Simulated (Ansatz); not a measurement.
**Mo (hcp)**

Level of theory: DFT, r²SCAN, scalar-relativistic, no spin polarisation; plane waves to 500 eV with PAW datasets (Ansatz 0.2.0), Γ-centred 18×18×8 mesh, 0.05 eV Gaussian smearing; PAW files: Ansatz's generated set soft_2.

```cif
data_structure
_symmetry_space_group_name_H-M 'P6_3/mmc'
_symmetry_Int_Tables_number 194
_cell_length_a 2.7350
_cell_length_b 2.7350
_cell_length_c 4.9330
_cell_angle_alpha 90.000
_cell_angle_beta 90.000
_cell_angle_gamma 120.000
_cell_volume 31.96
loop_
_atom_site_label
_atom_site_type_symbol
_atom_site_symmetry_multiplicity
_atom_site_Wyckoff_symbol
_atom_site_fract_x
_atom_site_fract_y
_atom_site_fract_z
_atom_site_occupancy
Mo1 Mo 2 d 0.33333 0.66667 0.75000 1
```

At room temperature and ambient pressure Mo is bcc.

Task: Which orbitals carry the states at the Fermi level, and how many states are there?

Result: Within 0.1 eV of it: Mo 4d 93 % (shares among the projected shells). The density of states at the Fermi level is about 2.3 states/eV per cell, averaged over 0.3 eV.

Density of states (tetrahedra, averaged over 0.4 eV; states/eV per cell of 2 atoms; energy in eV from the Fermi level; projections on Löwdin-orthogonalised atomic orbitals, summed over sites):

| E | total | Mo 4d | Mo 5s | Mo 4p | Mo 4s |
| --- | --- | --- | --- | --- | --- |
| -7.25 | 0.02 | 0.00 | 0.02 | 0.00 | 0.00 |
| -6.85 | 0.08 | 0.00 | 0.07 | 0.00 | 0.01 |
| -6.45 | 0.12 | 0.00 | 0.11 | 0.00 | 0.01 |
| -6.05 | 0.17 | 0.01 | 0.15 | 0.00 | 0.01 |
| -5.65 | 0.23 | 0.02 | 0.19 | 0.01 | 0.01 |
| -5.25 | 0.44 | 0.15 | 0.25 | 0.01 | 0.02 |
| -4.85 | 1.93 | 1.42 | 0.45 | 0.02 | 0.04 |
| -4.45 | 2.34 | 1.86 | 0.42 | 0.03 | 0.03 |
| -4.05 | 2.74 | 2.37 | 0.31 | 0.04 | 0.02 |
| -3.65 | 2.08 | 1.85 | 0.18 | 0.03 | 0.01 |
| -3.25 | 2.70 | 2.49 | 0.15 | 0.04 | 0.00 |
| -2.85 | 2.21 | 2.08 | 0.08 | 0.03 | 0.00 |
| -2.45 | 2.57 | 2.41 | 0.10 | 0.04 | 0.00 |
| -2.05 | 1.82 | 1.68 | 0.09 | 0.02 | 0.00 |
| -1.65 | 1.73 | 1.58 | 0.09 | 0.02 | 0.00 |
| -1.25 | 2.57 | 2.36 | 0.13 | 0.03 | 0.00 |
| -0.85 | 2.63 | 2.36 | 0.18 | 0.03 | 0.00 |
| -0.45 | 2.20 | 1.92 | 0.19 | 0.02 | 0.00 |
| -0.05 | 2.32 | 2.07 | 0.15 | 0.02 | 0.00 |
| 0.35 | 2.38 | 2.18 | 0.12 | 0.01 | 0.00 |
| 0.75 | 2.25 | 2.07 | 0.10 | 0.01 | 0.00 |
